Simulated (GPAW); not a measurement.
Set up this calculation in GPAW 26.7.0, as an ASE script.

```
Task                : relaxation of cell and atoms
Functional          : PBEsol
Potentials or basis : PAW data sets generated in the run's folder for this functional
Cutoff              : 600 eV
Basis               : pw
k mesh              : 5 × 5 × 6
Occupations         : fermi-dirac, width 0.05 eV
Spin                : no spin polarisation
Target pressure     : 5 GPa
Maxiter             : 150
Optimizer           : BFGS
Fmax                : 0.02 eV/Å
Max steps           : 60
Target pressure     : 5 GPa
Convergence         : density=1e-05 forces=0.0001
```

Crystal: Ti.

```xyz
3
Lattice="4.5674 0.0000 0.0000 -2.2837 3.9555 0.0000 0.0000 0.0000 2.8262" Properties=species:S:1:pos:R:3 pbc="T T T"
Ti    2.2837    1.3185    1.4131
Ti    0.0000    2.6370    1.4131
Ti    0.0000    0.0000    0.0000
```

This isn't the form of Ti at room conditions, which is hcp.

The input as run:

run.py

```python
from ase import Atoms
from ase.filters import FrechetCellFilter
from ase.io import write
from ase.optimize import BFGS
from ase.units import GPa
from gpaw import GPAW, PW, setup_paths

setup_paths.insert(0, '.')

atoms = Atoms(['Ti', 'Ti', 'Ti'],
              cell=[[4.5673748306, 0.0, 0.0],
                    [-2.2836874153, 3.9554626319, 0.0],
                    [0.0, 0.0, 2.82624427]],
              scaled_positions=[[0.6666666667, 0.3333333333, 0.5],
                                [0.3333333333, 0.6666666667, 0.5],
                                [0.0, 0.0, 0.0]],
              pbc=True)

calc = GPAW(mode=PW(600),
            xc='PBEsol',
            kpts={'size': (5, 5, 6), 'gamma': True},
            occupations={'name': 'fermi-dirac', 'width': 0.05},
            nbands=34,
            convergence={'density': 1e-05, 'forces': 0.0001},
            maxiter=150,
            txt='gpaw.txt')
atoms.calc = calc
opt = BFGS(FrechetCellFilter(atoms, scalar_pressure=5 * GPa), trajectory='relax.traj', logfile='-')
done = opt.run(fmax=0.02, steps=60)
calc.write('gs.gpw')
write('result.traj', atoms)
print('Converged:', done)
print('Cell:', atoms.cell.cellpar().round(4))
print('Volume:', round(atoms.get_volume(), 4))
print(atoms.get_scaled_positions().round(5))
```

Potentials or basis: PAW data sets generated in the run's folder for this functional, pw.

Launch:

```sh
$ gpaw-setup -f PBEsol Ti
$ OMP_NUM_THREADS=1 python run.py
```

Results of the run:

```json
{
 "Relaxed volume": "15.79 Å³/atom",
 "Relaxed cell": "a = 4.445 Å, b = 4.445 Å, c = 2.769 Å, α = 90.00°, β = 90.00°, γ = 120.00°",
 "Space group after relaxing (to 0.05 Å)": "P6/mmm (No. 191)",
 "Energy change on relaxing (the enthalpy is what falls)": "+7.1 meV/atom",
 "Ionic steps": "6",
 "Pressure after relaxing": "4.9 GPa",
 "Band gap on the k mesh": "none (metal or under the smearing width)"
}
```

Caveat: the k mesh is coarse (spacing up to 0.37 Å⁻¹), so the values aren't converged; later steps reuse the first step's grids.

Wall time 2.3 min on 1 thread of Arm Neoverse V1, with other jobs on the host, peak memory 0.26 GiB.
